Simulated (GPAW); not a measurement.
# Ir (P6_3/mmc) in GPAW: notebook

One crystal, Ir, is run at these levels: LDA, PBE, PBEsol, RPBE; tasks: band structure.

All numbers are computed with GPAW 26.7.0; they aren't measurements. Logs are shortened: lines on timing, memory, paths and dates and some standing lists are left out, and cuts for length are marked. The log counts tension as positive stress, the text compression.

**1. The crystal as given**

The structure is hexagonal, space group P6_3/mmc (No. 194). The conventional cell has a = 2.751 Å, b = 2.751 Å, c = 4.462 Å, α = 90.00°, β = 90.00°, γ = 120.00°. Around Ir (site symmetry -6m2) lie 12 Ir at 2.74 to 2.75 Å.

This isn't the form of Ir at room conditions, which is fcc.

**2. Band structure, LDA**

File run.py:

```python
from ase.dft.bandgap import bandgap
from ase.io import read, write
from ase.units import GPa
from gpaw import GPAW, PW

atoms = read('POSCAR')

calc = GPAW(mode=PW(600),
            xc='LDA',
            kpts={'size': (11, 11, 6), 'gamma': True},
            occupations={'name': 'fermi-dirac', 'width': 0.05},
            nbands=28,
            convergence={'density': 1e-05, 'energy': 1e-05},
            maxiter=150,
            txt='gpaw.txt')
atoms.calc = calc
energy = atoms.get_potential_energy()
forces = atoms.get_forces()
stress = atoms.get_stress()
calc.write('gs.gpw')
write('result.traj', atoms)
print(f'Energy: {energy:.6f} eV')
print('Forces (eV/A):')
print(forces.round(4))
print('Stress (GPa):', (stress / GPa).round(3))
print('Fermi level:', round(calc.get_fermi_level(), 4), 'eV')
print(f'Gap: {bandgap(calc)[0]:.4f} eV, direct: {bandgap(calc, direct=True)[0]:.4f} eV')

path = atoms.cell.bandpath('GMKGALHA,LM,KH', npoints=60, eps=1e-4)
bs_calc = calc.fixed_density(kpts=path, symmetry='off', nbands=39,
                             convergence={'bands': 'CBM+6.0', 'eigenstates': 1e-6}, txt='bands.txt')
bs = bs_calc.band_structure()
bs.write('bs.json')
print(f'Gap on the path: {bandgap(bs_calc)[0]:.4f} eV')
```

File POSCAR:

```
Ir
1.0
    2.7513778946      0.0000000000      0.0000000000
   -1.3756889473      2.3827631521      0.0000000000
    0.0000000000      0.0000000000      4.4622900000
Ir
2
Direct
    0.3333333333      0.6666666667      0.2500000000
    0.6666666667      0.3333333333      0.7500000000
```

Potentials or basis: the program's PAW data sets (release 1.2.1) made for this functional, pw.

Command:

```console
> OMP_NUM_THREADS=1 python run.py
```

gpaw.txt:

```text
__  _  _
 | _ |_)|_||  |
 |__||  | ||/\| - 26.7.0

Input parameters:
  mode=PW(ecut=600.0),
  convergence={'density': 1e-05, 'energy': 1e-05},
  kpts=MonkhorstPack(size=(11, 11, 6), gamma=True),
  maxiter=150,
  nbands=28,
  occupations=Occupations(name='fermi-dirac', width=0.05),
  xc=XC(name='LDA')

Diagonalizing LCAO Hamiltonian
Converting LCAO to pw mode

          Ir

        Ir

Atoms  # Å, Bohr magnetons
|   | symbol |         x |        y |        z |    initial magnetic moments |
|---|--------|-----------|----------|----------|-----------------------------|
| 0 |     Ir | -0.000000 | 1.588509 | 1.115573 | ( 0.0000,  0.0000,  0.0000) |
| 1 |     Ir |  1.375689 | 0.794254 | 3.346718 | ( 0.0000,  0.0000,  0.0000) |

Unit cell  # Å
| periodic |         x |        y |        z |  lengths |     angles |
|----------|-----------|----------|----------|----------|------------|
|      yes |  2.751378 | 0.000000 | 0.000000 | 2.751378 |  90.000000 |
|      yes | -1.375689 | 2.382763 | 0.000000 | 2.751378 |  90.000000 |
|      yes |  0.000000 | 0.000000 | 4.462290 | 4.462290 | 120.000000 |

Number of symmetries: 12
Symmetry operations  # r_c * U_cc + t_c -> r_c
|    | kind |            matrix            |
|----|------|------------------------------|
|  0 |  σ   |  1, 1, 0,  0,-1, 0,  0, 0, 1 |
|  1 |  S6  |  1, 1, 0, -1, 0, 0,  0, 0,-1 |
|  2 |  E   |  1, 0, 0,  0, 1, 0,  0, 0, 1 |
|  3 |  C2  |  1, 0, 0, -1,-1, 0,  0, 0,-1 |
|  4 |  C2  |  0, 1, 0,  1, 0, 0,  0, 0,-1 |
|  5 |  C3  |  0, 1, 0, -1,-1, 0,  0, 0, 1 |
|  6 |  S6  |  0,-1, 0,  1, 1, 0,  0, 0,-1 |
|  7 |  σ   |  0,-1, 0, -1, 0, 0,  0, 0, 1 |
|  8 |  σ   | -1, 0, 0,  1, 1, 0,  0, 0, 1 |
|  9 |  i   | -1, 0, 0,  0,-1, 0,  0, 0,-1 |
| 10 |  C3  | -1,-1, 0,  1, 0, 0,  0, 0, 1 |
| 11 |  C2  | -1,-1, 0,  0, 1, 0,  0, 0,-1 |

BZ-sampling:
  Number of BZ points: 726
  Number of IBZ points: 84

  Monkhorst-Pack size: [11, 11, 6]
  Monkhorst-Pack shift: [0.0, 0.0, 0.08333333333333333]

K-points  # in reciprocal-cell coordinates
|     |                                coordinates |     weight |
|-----|--------------------------------------------|------------|
|   0 | (  0.00000000,   0.00000000,   0.00000000) | 0.00137741 |
|   1 | (  0.00000000,   0.00000000,   0.16666667) | 0.00275482 |
|   2 | (  0.00000000,   0.00000000,   0.33333333) | 0.00275482 |
|   3 | (  0.00000000,   0.00000000,   0.50000000) | 0.00137741 |
|   4 | (  0.09090909,   0.00000000,  -0.33333333) | 0.00826446 |
|   5 | (  0.09090909,   0.00000000,  -0.16666667) | 0.00826446 |
|   6 | (  0.09090909,   0.00000000,   0.00000000) | 0.00826446 |
|   7 | (  0.09090909,   0.00000000,   0.16666667) | 0.00826446 |
|   8 | (  0.09090909,   0.00000000,   0.33333333) | 0.00826446 |
|   9 | (  0.09090909,   0.00000000,   0.50000000) | 0.00826446 |
| ... |                                            |            |
|  83 | (  0.45454545,   0.45454545,   0.50000000) | 0.00826446 |

Plane wave coefficients: 1002
Cutoff: 600.0 eV

Spin-components: 1 (collinear spins)
Bands:           28
Projectors:      12
Spin-degeneracy: 2
Datatype:        complex128

Parallelization:
  kpt:    1
  domain: 1
  band:   1

Density:
  Valence electrons: 30.0
  Components: 1
  Grid points: [16 16 27]
  Charge: 0.0  # |e|

Potential:
  Grid points: [16 16 27]

species:
  Ir:
    name:    Iridium
    Z:       77.0
    valence: 15
    core:    62
    charge:  0.0  # [|e|]
    compensation charges:
      type: gauss
      rc: 0.40  # [Å]
      lmax: 2
    cutoffs:
      filter: 2.40  # [Å]
      core: 2.36  # [Å]
    projectors
    | kind |    occ | energy [eV] | rcut [Å] |
    |------|--------|-------------|----------|
    |   6s |  2.000 |      -6.559 |    1.296 |
    |   5p |  6.000 |     -54.966 |    1.328 |
    |   6p |  0.000 |      -1.355 |    1.328 |
    |   5d |  7.000 |      -7.377 |    1.286 |
    |    s |        |      20.652 |    1.296 |
    |    d |        |      19.835 |    1.286 |

    Using partial waves for Ir as LCAO basis

Reference energy: -968424.475923  # eV

eigensolver:
  PPCG
  Converge bands: occupied
  niter=2

density mixing:
  MSR1-Mixer
  Pratt-step length: 0.05
  Maximum mixing coefficient: 0.75
  Old densities: 10
  SVD Regularization: 0.005
  Good broyden scale: 1.0
  Trust region scale: 1.0
  Backstep threshold: 4.0
  History deletion threshold: 6.0
  Fourier metric: weight=20.0, sigma=0.015

occupation numbers:
  Fermi-Dirac:
    width: 0.0500  # eV

poisson solver:
  ecut: 4800.0  # eV

xc functional:
  name: None

convergence criteria:
- Maximum integral of absolute [dens]ity change: 1e-05 electrons / valence electron
- Maximum [total energy] change in last 3 cyles: 1e-05 eV / valence electron
- Maximum integral of absolute [eigenst]ate change: 4e-08 eV^2 / valence electron
maximum number of iterations: 150

SCF iterations
|iter     | |      energy | eigst |  dens |
|---------|-|-------------|-------|-------|
|iter:   1| |  -21.689471 | +0.16 |       |
|iter:   2| |  -21.647147 | -2.67 | -1.43 |
|iter:   3| |  -21.487378 | -2.35 | -1.48 |
|iter:   4| |  -21.498476 | -3.56 | -2.10 |
|iter:   5| |  -21.504081 | -3.48 | -2.39 |
|iter:   6| |  -21.504102 | -5.81 | -3.58 |
|iter:   7| |  -21.504105c| -6.52 | -3.91 |
|iter:   8| |  -21.504106c| -8.24c| -4.69 |
|iter:   9| |  -21.504106c| -8.22c| -5.10c|

Converged in 9 steps
Energy contributions relative to reference atoms: (reference = -968424.475923)

Energy contributions:
  Kinetic:          -3.004339
  Coulomb:           2.488314
  Zero:             -0.510840
  External:          0.000000
  Xc:              -20.464488
  Entropy:          -0.025507
  Spinorbit:         0.000000
  ----------------------------
  Free energy:     -21.516859
  Extrapolated:    -21.504106

dipole moment: (0.000001, 0.000001, 0.000003)  # |e|*Ang

Fermi level: 13.970
Eigenvalues  # (at kpt = [0.000, 0.000, 0.000])
| band index |      eig [eV] | occ [0-2] |
|------------|---------------|-----------|
|          0 |       -36.192 |     2.000 |
|        ... |               |           |
|          8 |        10.220 |     2.000 |
|          9 |        10.327 |     2.000 |
|         10 |        10.327 |     2.000 |
|         11 |        10.949 |     2.000 |
|         12 |        10.949 |     2.000 |
|         13 |        11.709 |     2.000 |
[... 8 lines left out ...]
|         22 |        34.982 |     0.000 |
|         23 |        34.982 |     0.000 |
|        ... |               |           |
|         27 |        39.100 |     0.000 |

No gap
No difference between direct/indirect transitions

Forces  # eV/Ang
|        x |        y |        z |
|----------|----------|----------|
| -0.00000 | -0.00000 | -0.00031 |  # Ir   0
|  0.00000 |  0.00000 |  0.00031 |  # Ir   1

Stress tensor  # eV/Ang^3
|        x |        y |        z |
|----------|----------|----------|
| 0.120931 | 0.000000 | 0.000000 |
| 0.000000 | 0.120931 | 0.000000 |
| 0.000000 | 0.000000 | 0.124736 |

# Writing to gs.gpw (mode='')
```

Run time: 54 s. Hardware: 1 thread of Arm Neoverse V1, shared host; peak memory 0.24 GiB.

What came out:

```
Free energy             : -21.5169 eV
Pressure                : -19.6 GPa
Band gap along the path : none (metal or under the smearing width)
```

Stress tensor (GPa, compression positive):
```
-19.38   0.00   0.00
  0.00 -19.38   0.00
  0.00   0.00 -19.98
```

Levels at the corners of the path, in eV from the Fermi level:
```csv
point,band 11,band 12,band 13,band 14,band 15,band 16,band 17,band 18
Γ,-3.64,-3.02,-3.02,-2.26,-2.26,-0.71,0.28,0.28
M,-3.39,-3.28,-2.84,0.70,0.94,1.10,2.87,4.28
K,-4.03,-4.03,-2.29,-0.03,-0.03,0.31,4.34,4.34
Γ,-3.64,-3.02,-3.02,-2.26,-2.26,-0.71,0.28,0.28
A,-3.76,-3.76,-3.76,-3.76,-0.44,-0.44,-0.44,-0.44
L,-2.03,-2.03,-0.89,-0.89,0.94,0.94,1.99,1.99
H,-3.95,-3.95,-2.28,-2.28,0.31,0.31,6.96,6.96
A,-3.76,-3.76,-3.76,-3.76,-0.44,-0.44,-0.44,-0.44
L,-2.03,-2.03,-0.89,-0.89,0.94,0.94,1.99,1.99
M,-3.39,-3.28,-2.84,0.70,0.94,1.10,2.87,4.28
K,-4.03,-4.03,-2.29,-0.03,-0.03,0.31,4.34,4.34
H,-3.95,-3.95,-2.28,-2.28,0.31,0.31,6.96,6.96
```

Caveat: spin-orbit coupling is left out, which moves the levels of the heavy elements.

**3. Band structure, PBE**

Edit run.py of step 2 so:

```diff
@@ -1,3 +1,4 @@
+from ase import Atoms
 from ase.dft.bandgap import bandgap
-from ase.io import read, write
+from ase.io import write
 from ase.units import GPa
@@ -5,6 +6,12 @@
 
-atoms = read('POSCAR')
+atoms = Atoms(['Ir', 'Ir'],
+              cell=[[2.7513778946, 0.0, 0.0],
+                    [-1.3756889473, 2.3827631521, 0.0],
+                    [0.0, 0.0, 4.46229]],
+              scaled_positions=[[0.3333333333, 0.6666666667, 0.25],
+                                [0.6666666667, 0.3333333333, 0.75]],
+              pbc=True)
 
 calc = GPAW(mode=PW(600),
-            xc='LDA',
+            xc='PBE',
             kpts={'size': (11, 11, 6), 'gamma': True},
```

Potentials or basis: GPAW PAW data sets (gpaw-data 1.2.1), pw.

Command:

```console
> OMP_NUM_THREADS=1 python run.py
```

gpaw.txt:

```text
__  _  _
 | _ |_)|_||  |
 |__||  | ||/\| - 26.7.0

Input parameters:
  mode=PW(ecut=600.0),
  convergence={'density': 1e-05, 'energy': 1e-05},
  kpts=MonkhorstPack(size=(11, 11, 6), gamma=True),
  maxiter=150,
  nbands=28,
  occupations=Occupations(name='fermi-dirac', width=0.05),
  xc=XC(name='PBE')

Diagonalizing LCAO Hamiltonian
Converting LCAO to pw mode

          Ir

        Ir

Atoms  # Å, Bohr magnetons
|   | symbol |         x |        y |        z |    initial magnetic moments |
|---|--------|-----------|----------|----------|-----------------------------|
| 0 |     Ir | -0.000000 | 1.588509 | 1.115573 | ( 0.0000,  0.0000,  0.0000) |
| 1 |     Ir |  1.375689 | 0.794254 | 3.346718 | ( 0.0000,  0.0000,  0.0000) |

Unit cell  # Å
| periodic |         x |        y |        z |  lengths |     angles |
|----------|-----------|----------|----------|----------|------------|
|      yes |  2.751378 | 0.000000 | 0.000000 | 2.751378 |  90.000000 |
|      yes | -1.375689 | 2.382763 | 0.000000 | 2.751378 |  90.000000 |
[... 140 lines left out ...]
Energy contributions relative to reference atoms: (reference = -968969.698671)

Energy contributions:
  Kinetic:           4.137647
  Coulomb:          -4.197679
  Zero:             -0.406372
  External:          0.000000
  Xc:              -18.134431
  Entropy:          -0.025655
  Spinorbit:         0.000000
  ----------------------------
  Free energy:     -18.626491
  Extrapolated:    -18.613663

dipole moment: (0.000001, 0.000001, 0.000003)  # |e|*Ang

Fermi level: 14.320
Eigenvalues  # (at kpt = [0.000, 0.000, 0.000])
| band index |      eig [eV] | occ [0-2] |
|------------|---------------|-----------|
|          0 |       -35.856 |     2.000 |
|        ... |               |           |
|          8 |        10.585 |     2.000 |
|          9 |        10.686 |     2.000 |
|         10 |        10.686 |     2.000 |
|         11 |        11.309 |     2.000 |
|         12 |        11.309 |     2.000 |
|         13 |        12.065 |     2.000 |
[... 8 lines left out ...]
|         22 |        35.417 |     0.000 |
|         23 |        35.417 |     0.000 |
|        ... |               |           |
|         27 |        39.442 |     0.000 |

No gap
No difference between direct/indirect transitions

Forces  # eV/Ang
|        x |        y |        z |
|----------|----------|----------|
| -0.00000 |  0.00000 |  0.00004 |  # Ir   0
|  0.00000 | -0.00000 | -0.00004 |  # Ir   1

Stress tensor  # eV/Ang^3
|        x |        y |        z |
|----------|----------|----------|
| 0.014106 | 0.000000 | 0.000000 |
| 0.000000 | 0.014106 | 0.000000 |
| 0.000000 | 0.000000 | 0.015736 |

# Writing to gs.gpw (mode='')
```

Wall time 54 s (1 thread of Arm Neoverse V1, shared host); peak memory 0.24 GiB.

Results:

```
Free energy             : -18.6265 eV
Pressure                : -2.3 GPa
Band gap along the path : none (metal or under the smearing width)
```

Stress tensor (GPa, compression positive):
```
-2.26  0.00  0.00
 0.00 -2.26  0.00
 0.00  0.00 -2.52
```

Levels at the corners of the path, in eV from the Fermi level:
```
point  band 12  band 13  band 14  band 15  band 16  band 17
    Γ    -3.01    -3.01    -2.26    -2.26    -0.73     0.27
    M    -3.28    -2.83     0.69     0.93     1.09     2.86
    K    -4.02    -2.29    -0.03    -0.03     0.30     4.42
    Γ    -3.01    -3.01    -2.26    -2.26    -0.73     0.27
    A    -3.75    -3.75    -3.75    -0.44    -0.44    -0.44
    L    -2.02    -0.90    -0.90     0.93     0.93     1.98
    H    -3.95    -2.27    -2.27     0.31     0.31     6.96
    A    -3.75    -3.75    -3.75    -0.44    -0.44    -0.44
    L    -2.02    -0.90    -0.90     0.93     0.93     1.98
    M    -3.28    -2.83     0.69     0.93     1.09     2.86
    K    -4.02    -2.29    -0.03    -0.03     0.30     4.42
    H    -3.95    -2.27    -2.27     0.31     0.31     6.96
```

Caveat: spin-orbit coupling is left out, which moves the levels of the heavy elements.

**4. Band structure, PBEsol**

Edit run.py of step 3 so:

```diff
@@ -1,17 +1,12 @@
-from ase import Atoms
 from ase.dft.bandgap import bandgap
-from ase.io import write
+from ase.io import read, write
 from ase.units import GPa
-from gpaw import GPAW, PW
+from gpaw import GPAW, PW, setup_paths
 
-atoms = Atoms(['Ir', 'Ir'],
-              cell=[[2.7513778946, 0.0, 0.0],
-                    [-1.3756889473, 2.3827631521, 0.0],
-                    [0.0, 0.0, 4.46229]],
-              scaled_positions=[[0.3333333333, 0.6666666667, 0.25],
-                                [0.6666666667, 0.3333333333, 0.75]],
-              pbc=True)
+setup_paths.insert(0, '.')
+
+atoms = read('Ir.xyz')
 
 calc = GPAW(mode=PW(600),
-            xc='PBE',
+            xc='PBEsol',
             kpts={'size': (11, 11, 6), 'gamma': True},
```

File Ir.xyz:

```xyz
2
Lattice="2.7513778946 0.0000000000 0.0000000000 -1.3756889473 2.3827631521 0.0000000000 0.0000000000 0.0000000000 4.4622900000" Properties=species:S:1:pos:R:3 pbc="T T T"
Ir    -0.0000000001      1.5885087681      1.1155725000
Ir     1.3756889474      0.7942543840      3.3467175000
```

Potentials or basis: PAW data sets generated in the run's folder for this functional, pw.

Command:

```console
> gpaw-setup -f PBEsol Ir
> OMP_NUM_THREADS=1 python run.py
```

Wall time 58 s (1 thread of Arm Neoverse V1, shared host); peak memory 0.24 GiB.

The run converged. Its results:

* Free energy: -20.4759 eV
* Pressure: -13.4 GPa
* Band gap along the path: none (metal or under the smearing width)

Stress tensor (GPa, compression positive):
```
-13.22   0.00   0.00
  0.00 -13.22   0.00
  0.00   0.00 -13.63
```

Levels at the corners of the path, in eV from the Fermi level:
```csv
point,band 10,band 11,band 12,band 13,band 14,band 15,band 16,band 17,band 18,band 19
Γ,-3.64,-3.64,-3.02,-3.02,-2.26,-2.26,-0.78,0.27,0.27,6.80
M,-3.92,-3.40,-3.31,-2.84,0.70,0.94,1.10,2.85,4.27,8.00
K,-4.89,-4.04,-4.04,-2.30,-0.03,-0.03,0.31,4.37,4.37,5.88
Γ,-3.64,-3.64,-3.02,-3.02,-2.26,-2.26,-0.78,0.27,0.27,6.80
A,-4.22,-3.76,-3.76,-3.76,-3.76,-0.44,-0.44,-0.44,-0.44,13.33
L,-5.69,-2.03,-2.03,-0.92,-0.92,0.94,0.94,1.97,1.97,7.40
H,-5.21,-3.97,-3.97,-2.28,-2.28,0.31,0.31,6.93,6.93,7.57
A,-4.22,-3.76,-3.76,-3.76,-3.76,-0.44,-0.44,-0.44,-0.44,13.33
L,-5.69,-2.03,-2.03,-0.92,-0.92,0.94,0.94,1.97,1.97,7.40
M,-3.92,-3.40,-3.31,-2.84,0.70,0.94,1.10,2.85,4.27,8.00
K,-4.89,-4.04,-4.04,-2.30,-0.03,-0.03,0.31,4.37,4.37,5.88
H,-5.21,-3.97,-3.97,-2.28,-2.28,0.31,0.31,6.93,6.93,7.57
```

Caveat: spin-orbit coupling is left out, which moves the levels of the heavy elements.

**5. Band structure, RPBE**

Edit run.py of step 4 so:

```diff
@@ -3,5 +3,3 @@
 from ase.units import GPa
-from gpaw import GPAW, PW, setup_paths
-
-setup_paths.insert(0, '.')
+from gpaw import GPAW, PW
 
@@ -10,3 +8,3 @@
 calc = GPAW(mode=PW(600),
-            xc='PBEsol',
+            xc='RPBE',
             kpts={'size': (11, 11, 6), 'gamma': True},
```

Ir.xyz is that of step 4.

Potentials or basis: the program's PAW data sets (release 1.2.1) made for this functional, pw.

Command:

```console
> OMP_NUM_THREADS=1 python run.py
```

Wall time 55 s (1 thread of Arm Neoverse V1, shared host); peak memory 0.24 GiB.

Results (log left out):

```yaml
Free_energy: -17.3741 eV
Pressure: 2.2 GPa
Band_gap_along_the_path: none (metal or under the smearing width)
```

Stress tensor (GPa, compression positive):
```
2.29 0.00 0.00
0.00 2.29 0.00
0.00 0.00 2.13
```

Levels at the corners of the path, in eV from the Fermi level:
```csv
point,band 11,band 12,band 13,band 14,band 15,band 16,band 17,band 18
Γ,-3.63,-3.01,-3.01,-2.25,-2.25,-0.72,0.27,0.27
M,-3.38,-3.27,-2.82,0.69,0.93,1.09,2.86,4.30
K,-4.02,-4.02,-2.28,-0.03,-0.03,0.30,4.45,4.45
Γ,-3.63,-3.01,-3.01,-2.25,-2.25,-0.72,0.27,0.27
A,-3.75,-3.75,-3.75,-3.75,-0.44,-0.44,-0.44,-0.44
L,-2.02,-2.02,-0.89,-0.89,0.93,0.93,1.99,1.99
H,-3.95,-3.95,-2.27,-2.27,0.31,0.31,6.97,6.97
A,-3.75,-3.75,-3.75,-3.75,-0.44,-0.44,-0.44,-0.44
L,-2.02,-2.02,-0.89,-0.89,0.93,0.93,1.99,1.99
M,-3.38,-3.27,-2.82,0.69,0.93,1.09,2.86,4.30
K,-4.02,-4.02,-2.28,-0.03,-0.03,0.30,4.45,4.45
H,-3.95,-3.95,-2.27,-2.27,0.31,0.31,6.97,6.97
```

Caveat: spin-orbit coupling is left out, which moves the levels of the heavy elements.

**6. The runs side by side**

```csv
level,potentials or basis,pressure (GPa)
LDA,"the program's PAW data sets (release 1.2.1) made for this functional, pw",-19.6
PBE,"GPAW PAW data sets (gpaw-data 1.2.1), pw",-2.3
PBEsol,"PAW data sets generated in the run's folder for this functional, pw",-13.4
RPBE,"the program's PAW data sets (release 1.2.1) made for this functional, pw",2.2
```

Alike in all rows: task band structure; no spin polarisation; cell as given; k mesh 11 × 11 × 6; cutoff (eV) 600; smearing fermi-dirac 0.05 eV.

Caveats: spin-orbit coupling is left out, which moves the levels of the heavy elements.

Absolute energies hang on the potentials; compare differences alone.
